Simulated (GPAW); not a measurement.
# GaAs (F-43m) in GPAW: a series of runs

Aim: see how the results for GaAs move with the level of theory and the settings. Levels: PBEsol, RPBE. Tasks: band structure.

Program: GPAW 26.7.0. These are calculated values, not measurements. Logs are shortened: lines on timing, memory, paths and dates and some standing lists are left out, and cuts for length are marked. The log counts tension as positive stress, the text compression.

**Experimental background.**

From “Evidence of valence band perturbations in GaAsN/GaAs(001): A combined variable-angle spectroscopic ellipsometry and modulated photoreflectance investigation”, 2008, arxiv:0805.2212, for a bulk crystal of GaAs at 300 K: band gap 1.418 ± 0.005 eV (direct); band gap 1.412 ± 0.01 eV (direct).

The results are compared with them further down.

### Step 1. The structure

The structure is cubic, space group F-43m (No. 216). Conventional cell: a = 5.654 Å, b = 5.654 Å, c = 5.654 Å, α = 90.00°, β = 90.00°, γ = 90.00°. Around As (site symmetry -43m) lie 4 Ga at 2.45 Å. Around Ga (site symmetry -43m) lie 4 As at 2.45 Å.

### Step 2. Band structure, PBEsol, spin-orbit coupling, no magnetisation

run.py reads:

```python
import numpy as np
from ase.dft.bandgap import bandgap
from ase.io import read, write
from ase.units import GPa
from gpaw import GPAW, PW, setup_paths
from gpaw.spinorbit import soc_eigenstates

setup_paths.insert(0, '.')

atoms = read('POSCAR')

calc = GPAW(mode=PW(600),
            xc='PBEsol',
            kpts={'size': (6, 6, 6), 'gamma': True},
            occupations={'name': 'fermi-dirac', 'width': 0.05},
            nbands=11,
            convergence={'density': 1e-05, 'energy': 1e-05},
            maxiter=150,
            txt='gpaw.txt')
atoms.calc = calc
energy = atoms.get_potential_energy()
forces = atoms.get_forces()
stress = atoms.get_stress()
calc.write('gs.gpw')
write('result.traj', atoms)
print(f'Energy: {energy:.6f} eV')
print('Forces (eV/A):')
print(forces.round(4))
print('Stress (GPa):', (stress / GPa).round(3))
print('Fermi level:', round(calc.get_fermi_level(), 4), 'eV')
print(f'Gap: {bandgap(calc)[0]:.4f} eV, direct: {bandgap(calc, direct=True)[0]:.4f} eV')

path = atoms.cell.bandpath('GXWKGLUWLK,UX', npoints=80, eps=1e-4)
bs_calc = calc.fixed_density(kpts=path, symmetry='off', nbands=21,
                             convergence={'bands': 'CBM+6.0', 'eigenstates': 1e-6}, txt='bands.txt')
bs = bs_calc.band_structure()
bs.write('bs.json')
print(f'Gap on the path: {bandgap(bs_calc)[0]:.4f} eV')

soc = soc_eigenstates(bs_calc, theta=0, phi=0)
np.savetxt('soc_bands.dat', soc.eigenvalues(), fmt='%.4f')
mesh = soc_eigenstates('gs.gpw', theta=0, phi=0)
np.savetxt('soc_mesh.dat', mesh.eigenvalues(), fmt='%.4f')
print('Fermi level with spin-orbit coupling:', round(mesh.fermi_level, 4), 'eV')
```

POSCAR reads:

```
GaAs
1.0
    0.0000000000      2.8268500000      2.8268500000
    2.8268500000      0.0000000000      2.8268500000
    2.8268500000      2.8268500000      0.0000000000
As Ga
1 1
Direct
    0.7500000000      0.7500000000      0.7500000000
    0.0000000000      0.0000000000      0.0000000000
```

Potentials or basis: PAW data sets generated in the run's folder for this functional, pw.

Started as:

```console
> gpaw-setup -f PBEsol As Ga
> OMP_NUM_THREADS=1 python run.py
```

gpaw.txt:

```text
__  _  _
 | _ |_)|_||  |
 |__||  | ||/\| - 26.7.0

Input parameters:
  mode=PW(ecut=600.0),
  convergence={'density': 1e-05, 'energy': 1e-05},
  kpts=MonkhorstPack(size=(6, 6, 6), gamma=True),
  maxiter=150,
  nbands=11,
  occupations=Occupations(name='fermi-dirac', width=0.05),
  xc=XC(name='PBEsol')

Diagonalizing LCAO Hamiltonian
Converting LCAO to pw mode

                    As

       Ga

Atoms  # Å, Bohr magnetons
|   | symbol |        x |        y |        z |    initial magnetic moments |
|---|--------|----------|----------|----------|-----------------------------|
| 0 |     As | 4.240275 | 4.240275 | 4.240275 | ( 0.0000,  0.0000,  0.0000) |
| 1 |     Ga | 0.000000 | 0.000000 | 0.000000 | ( 0.0000,  0.0000,  0.0000) |

Unit cell  # Å
| periodic |        x |        y |        z |  lengths |    angles |
|----------|----------|----------|----------|----------|-----------|
|      yes | 0.000000 | 2.826850 | 2.826850 | 3.997770 | 60.000000 |
|      yes | 2.826850 | 0.000000 | 2.826850 | 3.997770 | 60.000000 |
|      yes | 2.826850 | 2.826850 | 0.000000 | 3.997770 | 60.000000 |

Number of symmetries: 24
Symmetry operations  # r_c * U_cc + t_c -> r_c
|    | kind |            matrix            |
|----|------|------------------------------|
|  0 |  E   |  1, 0, 0,  0, 1, 0,  0, 0, 1 |
|  1 |  σ   |  1, 0, 0,  0, 0, 1,  0, 1, 0 |
|  2 |  σ   |  1, 0,-1,  0, 1,-1,  0, 0,-1 |
|  3 |  C3  |  1, 0,-1,  0, 0,-1,  0, 1,-1 |
|  4 |  C3  |  1,-1, 0,  0,-1, 1,  0,-1, 0 |
|  5 |  σ   |  1,-1, 0,  0,-1, 0,  0,-1, 1 |
|  6 |  σ   |  0, 1, 0,  1, 0, 0,  0, 0, 1 |
|  7 |  C3  |  0, 1, 0,  0, 0, 1,  1, 0, 0 |
|  8 |  C2  |  0, 1,-1,  1, 0,-1,  0, 0,-1 |
|  9 |  S4  |  0, 1,-1,  0, 0,-1,  1, 0,-1 |
| 10 |  C3  |  0, 0, 1,  1, 0, 0,  0, 1, 0 |
| 11 |  σ   |  0, 0, 1,  0, 1, 0,  1, 0, 0 |
| 12 |  S4  |  0, 0,-1,  1, 0,-1,  0, 1,-1 |
| 13 |  C3  |  0, 0,-1,  0, 1,-1,  1, 0,-1 |
| 14 |  S4  |  0,-1, 1,  1,-1, 0,  0,-1, 0 |
| 15 |  C2  |  0,-1, 1,  0,-1, 0,  1,-1, 0 |
| 16 |  C3  |  0,-1, 0,  1,-1, 0,  0,-1, 1 |
| 17 |  S4  |  0,-1, 0,  0,-1, 1,  1,-1, 0 |
| 18 |  S4  | -1, 1, 0, -1, 0, 1, -1, 0, 0 |
| 19 |  C3  | -1, 1, 0, -1, 0, 0, -1, 0, 1 |
| 20 |  C3  | -1, 0, 1, -1, 1, 0, -1, 0, 0 |
| 21 |  S4  | -1, 0, 1, -1, 0, 0, -1, 1, 0 |
| 22 |  σ   | -1, 0, 0, -1, 1, 0, -1, 0, 1 |
| 23 |  C2  | -1, 0, 0, -1, 0, 1, -1, 1, 0 |

BZ-sampling:
  Number of BZ points: 216
  Number of IBZ points: 16

  Monkhorst-Pack size: [6, 6, 6]
  Monkhorst-Pack shift: [0.08333333333333333, 0.08333333333333333, 0.08333333333333333]

K-points  # in reciprocal-cell coordinates
|     |                                coordinates |     weight |
|-----|--------------------------------------------|------------|
|   0 | (  0.00000000,   0.00000000,   0.00000000) | 0.00462963 |
|   1 | (  0.16666667,   0.16666667,   0.00000000) | 0.02777778 |
|   2 | (  0.16666667,   0.16666667,   0.16666667) | 0.03703704 |
|   3 | (  0.33333333,   0.16666667,   0.16666667) | 0.05555556 |
|   4 | (  0.33333333,   0.33333333,  -0.33333333) | 0.05555556 |
|   5 | (  0.33333333,   0.33333333,   0.00000000) | 0.02777778 |
|   6 | (  0.33333333,   0.33333333,   0.16666667) | 0.11111111 |
|   7 | (  0.33333333,   0.33333333,   0.33333333) | 0.03703704 |
|   8 | (  0.50000000,   0.33333333,  -0.33333333) | 0.11111111 |
|   9 | (  0.50000000,   0.33333333,  -0.16666667) | 0.05555556 |
| ... |                                            |            |
|  15 | (  0.50000000,   0.50000000,   0.50000000) | 0.01851852 |

Plane wave coefficients: 1527
Cutoff: 600.0 eV

Spin-components: 1 (collinear spins)
Bands:           11
Projectors:      10
Spin-degeneracy: 2
Datatype:        complex128

Parallelization:
  kpt:    1
  domain: 1
  band:   1

Density:
  Valence electrons: 8.0
  Components: 1
  Grid points: [24 24 24]
  Charge: 0.0  # |e|

Potential:
  Grid points: [24 24 24]

species:
  As:
    name:    Arsenic
    Z:       33.0
    valence: 5
    core:    28
    charge:  0.0  # [|e|]
    compensation charges:
      type: gauss
      rc: 0.33  # [Å]
      lmax: 2
    cutoffs:
      filter: 1.87  # [Å]
      core: 2.96  # [Å]
    projectors
    | kind |    occ | energy [eV] | rcut [Å] |
    |------|--------|-------------|----------|
    |   4s |  2.000 |     -14.495 |    1.058 |
    |   4p |  3.000 |      -5.197 |    1.058 |
    |    s |        |      12.716 |    1.058 |
    |    p |        |      22.014 |    1.058 |
    |    d |        |       0.000 |    1.058 |

    Using partial waves for As as LCAO basis

  Ga:
    name:    Gallium
    Z:       31.0
    valence: 3
    core:    28
    charge:  0.0  # [|e|]
    compensation charges:
      type: gauss
      rc: 0.37  # [Å]
      lmax: 2
    cutoffs:
      filter: 2.06  # [Å]
      core: 4.17  # [Å]
    projectors
    | kind |    occ | energy [eV] | rcut [Å] |
    |------|--------|-------------|----------|
    |   4s |  2.000 |      -8.959 |    1.164 |
    |   4p |  1.000 |      -2.572 |    1.164 |
    |    s |        |      18.252 |    1.164 |
    |    p |        |      24.640 |    1.164 |
    |    d |        |       0.000 |    1.164 |

    Using partial waves for Ga as LCAO basis

Reference energy: -114303.878473  # eV

eigensolver:
  PPCG
  Converge bands: occupied
  niter=2

density mixing:
  MSR1-Mixer
  Pratt-step length: 0.05
  Maximum mixing coefficient: 0.75
  Old densities: 10
  SVD Regularization: 0.005
  Good broyden scale: 1.0
  Trust region scale: 1.0
  Backstep threshold: 4.0
  History deletion threshold: 6.0
  Fourier metric: weight=20.0, sigma=0.015

occupation numbers:
  Fermi-Dirac:
    width: 0.0500  # eV

poisson solver:
  ecut: 4800.0  # eV

xc functional:
  name: PBEsol with 2 nearest neighbor stencil

convergence criteria:
- Maximum integral of absolute [dens]ity change: 1e-05 electrons / valence electron
- Maximum [total energy] change in last 3 cyles: 1e-05 eV / valence electron
- Maximum integral of absolute [eigenst]ate change: 4e-08 eV^2 / valence electron
maximum number of iterations: 150

SCF iterations
|iter     | |      energy | eigst |  dens |
|---------|-|-------------|-------|-------|
|iter:   1| |   -9.137154 | -0.67 |       |
|iter:   2| |   -9.118548 | -3.06 | -0.90 |
|iter:   3| |   -9.030326 | -2.28 | -0.93 |
|iter:   4| |   -9.030342 | -3.73 | -1.55 |
|iter:   5| |   -9.030414 | -4.79 | -2.09 |
|iter:   6| |   -9.030423 | -6.07 | -2.85 |
|iter:   7| |   -9.030424c| -7.48c| -3.59 |
|iter:   8| |   -9.030424c| -7.54c| -4.12 |
|iter:   9| |   -9.030424c| -8.61c| -5.46c|

Converged in 9 steps
Energy contributions relative to reference atoms: (reference = -114303.878473)

Energy contributions:
  Kinetic:          25.489789
  Coulomb:         -22.625836
  Zero:              0.012532
  External:          0.000000
  Xc:              -11.906880
  Entropy:          -0.000059
  Spinorbit:         0.000000
  ----------------------------
  Free energy:      -9.030453
  Extrapolated:     -9.030424

dipole moment: (-10.965698, -10.965698, -10.965698)  # |e|*Ang

Fermi level: 5.081
Eigenvalues  # (at kpt = [0.000, 0.000, 0.000])
| band index |      eig [eV] | occ [0-2] |
|------------|---------------|-----------|
|          0 |        -7.924 |     2.000 |
|          1 |         4.798 |     1.993 |
|          2 |         4.798 |     1.993 |
|          3 |         4.798 |     1.993 |
|          4 |         5.310 |     0.021 |
|          5 |         8.527 |     0.000 |
|          6 |         8.527 |     0.000 |
|          7 |         8.527 |     0.000 |
|          8 |        12.260 |     0.000 |
|          9 |        14.865 |     0.000 |
|         10 |        14.866 |     0.000 |

Gap: 0.512 eV
Transition (v -> c):
  (s=0, k=0, n=3, [0.00, 0.00, 0.00]) -> (s=0, k=0, n=4, [0.00, 0.00, 0.00])
No difference between direct/indirect transitions

Forces  # eV/Ang
|        x |        y |        z |
|----------|----------|----------|
|  0.00000 | -0.00000 | -0.00000 |  # As   0
| -0.00000 |  0.00000 | -0.00000 |  # Ga   1

Stress tensor  # eV/Ang^3
|         x |         y |         z |
|-----------|-----------|-----------|
| -0.008050 |  0.000000 | -0.000000 |
|  0.000000 | -0.008050 |  0.000000 |
| -0.000000 |  0.000000 | -0.008050 |

# Writing to gs.gpw (mode='')
```

bands.txt:

```text
Diagonalizing LCAO Hamiltonian
Converting LCAO to pw mode
convergence criteria:
- Maximum integral of absolute [eigenst]ate change: 1e-06 eV^2 / valence electron
maximum number of iterations: 150

SCF iterations
|iter     | |      energy | eigst |  dens |
|---------|-|-------------|-------|-------|
|iter:   1| |             | +0.28 |       |
[... 84 lines left out ...]
         [0.40277778, 0.40277778, 0.69444444],
         [0.38888889, 0.38888889, 0.72222222],
         [0.375     , 0.375     , 0.75      ],
         [0.625     , 0.25      , 0.625     ],
         [0.59375   , 0.1875    , 0.59375   ],
         [0.5625    , 0.125     , 0.5625    ],
         [0.53125   , 0.0625    , 0.53125   ],
         [0.5       , 0.        , 0.5       ]])),
  maxiter=150,
  nbands=21,
  occupations=Occupations(name='fermi-dirac', width=0.05),
  symmetry=Symmetry(point_group=False, time_reversal=False),
  xc=XC(name='PBEsol')
```

Wall time 22 s (1 thread of Arm Neoverse V2, shared host); peak memory 0.24 GiB.

Results:

| Item | Value |
| --- | --- |
| Free energy | -9.0305 eV |
| Pressure | 1.3 GPa |
| Band gap on the k mesh | 0.39 eV, direct |
| Band gap along the path | 0.39 eV, direct |

Levels at the corners of the path, in eV from the valence-band top:
```
point  band 5  band 6  band 7  band 8  band 9  band 10  band 11  band 12
    Γ    0.00    0.00    0.00    0.00    0.39     0.39     3.48     3.48
    X   -2.85   -2.85   -2.76   -2.76    1.24     1.24     1.48     1.48
    W   -3.77   -3.64   -3.50   -3.46    4.39     4.53     4.59     4.61
    K   -4.05   -3.99   -2.38   -2.38    1.77     1.77     4.45     4.52
    Γ    0.00    0.00    0.00    0.00    0.39     0.39     3.48     3.48
    L   -1.37   -1.37   -1.15   -1.15    0.85     0.85     4.45     4.45
    U   -4.05   -3.99   -2.38   -2.38    1.77     1.77     4.45     4.52
    W   -3.77   -3.64   -3.50   -3.46    4.39     4.53     4.59     4.61
    L   -1.37   -1.37   -1.15   -1.15    0.85     0.85     4.45     4.45
    K   -4.05   -3.99   -2.38   -2.38    1.77     1.77     4.45     4.52
    U   -4.05   -3.99   -2.38   -2.38    1.77     1.77     4.45     4.52
    X   -2.85   -2.85   -2.76   -2.76    1.24     1.24     1.48     1.48
```

Caveat: spin-orbit coupling was added after a scalar SCF, so levels and gaps hold it while energy, forces, pressure and moments don't; this program's spin-orbit splittings come out too wide for heavy elements.

### Step 3. Band structure, RPBE

run.py reads:

```python
from ase.dft.bandgap import bandgap
from ase.io import read, write
from ase.units import GPa
from gpaw import GPAW, PW

atoms = read('POSCAR')

calc = GPAW(mode=PW(600),
            xc='RPBE',
            kpts={'size': (8, 8, 8), 'gamma': True},
            occupations={'name': 'fermi-dirac', 'width': 0.05},
            nbands=11,
            convergence={'density': 1e-05, 'energy': 1e-05},
            maxiter=150,
            txt='gpaw.txt')
atoms.calc = calc
energy = atoms.get_potential_energy()
forces = atoms.get_forces()
stress = atoms.get_stress()
calc.write('gs.gpw')
write('result.traj', atoms)
print(f'Energy: {energy:.6f} eV')
print('Forces (eV/A):')
print(forces.round(4))
print('Stress (GPa):', (stress / GPa).round(3))
print('Fermi level:', round(calc.get_fermi_level(), 4), 'eV')
print(f'Gap: {bandgap(calc)[0]:.4f} eV, direct: {bandgap(calc, direct=True)[0]:.4f} eV')

path = atoms.cell.bandpath('GXWKGLUWLK,UX', npoints=100, eps=1e-4)
bs_calc = calc.fixed_density(kpts=path, symmetry='off', nbands=21,
                             convergence={'bands': 'CBM+6.0', 'eigenstates': 1e-6}, txt='bands.txt')
bs = bs_calc.band_structure()
bs.write('bs.json')
print(f'Gap on the path: {bandgap(bs_calc)[0]:.4f} eV')
```

POSCAR is that of step 2.

Potentials or basis: the program's PAW data sets (release 1.2.1) made for this functional, pw.

Started as:

```console
> OMP_NUM_THREADS=1 python run.py
```

Run time: 28 s. Hardware: 1 thread of Arm Neoverse V2, shared host; peak memory 0.25 GiB.

It converged, with:

| Item | Value |
| --- | --- |
| Free energy | -7.5206 eV |
| Pressure | 6.3 GPa |
| Band gap on the k mesh | 0.71 eV, direct |
| Band gap along the path | 0.71 eV, direct |

Levels at the corners of the path, in eV from the valence-band top:
```csv
point,band 1,band 2,band 3,band 4,band 5,band 6,band 7,band 8
Γ,-12.66,0.00,0.00,0.00,0.71,3.80,3.80,3.80
X,-10.31,-6.75,-2.65,-2.65,1.57,1.76,10.27,10.27
W,-10.26,-6.55,-3.52,-3.30,4.71,4.82,5.53,6.16
K,-10.35,-6.55,-3.83,-2.24,2.07,4.74,8.09,8.14
Γ,-12.66,0.00,0.00,0.00,0.71,3.80,3.80,3.80
L,-11.03,-6.56,-1.13,-1.13,1.14,4.70,4.70,7.95
U,-10.35,-6.55,-3.83,-2.24,2.07,4.74,8.09,8.14
W,-10.26,-6.55,-3.52,-3.30,4.71,4.82,5.53,6.16
L,-11.03,-6.56,-1.13,-1.13,1.14,4.70,4.70,7.95
K,-10.35,-6.55,-3.83,-2.24,2.07,4.74,8.09,8.14
U,-10.35,-6.55,-3.83,-2.24,2.07,4.74,8.09,8.14
X,-10.31,-6.75,-2.65,-2.65,1.57,1.76,10.27,10.27
```

### Step 4. How close it comes

Step 2. Against the measured gap of GaAs, 1.418 eV (direct; 300 K; “Evidence of valence band perturbations in GaAsN/GaAs(001): A combined variable-angle spectroscopic ellipsometry and modulated photoreflectance investigation”, 2008, arxiv:0805.2212), the calculated 0.39 eV is off by -1.02 eV. So large a miss can be the level of theory's own, or it may mean another phase, state or a wrong row. 3 values of this kind are on record (1.412 to 1.51 eV); this one was drawn at random among those near their median, those with a stated uncertainty first. The value is that of PBEsol, without temperature or zero-point motion. Semilocal functionals fall short of measured gaps as a rule.

Step 3. Against the measured gap of GaAs, 1.412 eV (direct; 300 K; “Evidence of valence band perturbations in GaAsN/GaAs(001): A combined variable-angle spectroscopic ellipsometry and modulated photoreflectance investigation”, 2008, arxiv:0805.2212), the calculated 0.71 eV is off by -0.70 eV. 3 values of this kind are on record (1.412 to 1.51 eV); this one was drawn at random among those near their median, those with a stated uncertainty first. Spin-orbit coupling on As, Ga is left out. The value is that of RPBE, without temperature or zero-point motion. Semilocal functionals fall short of measured gaps as a rule.
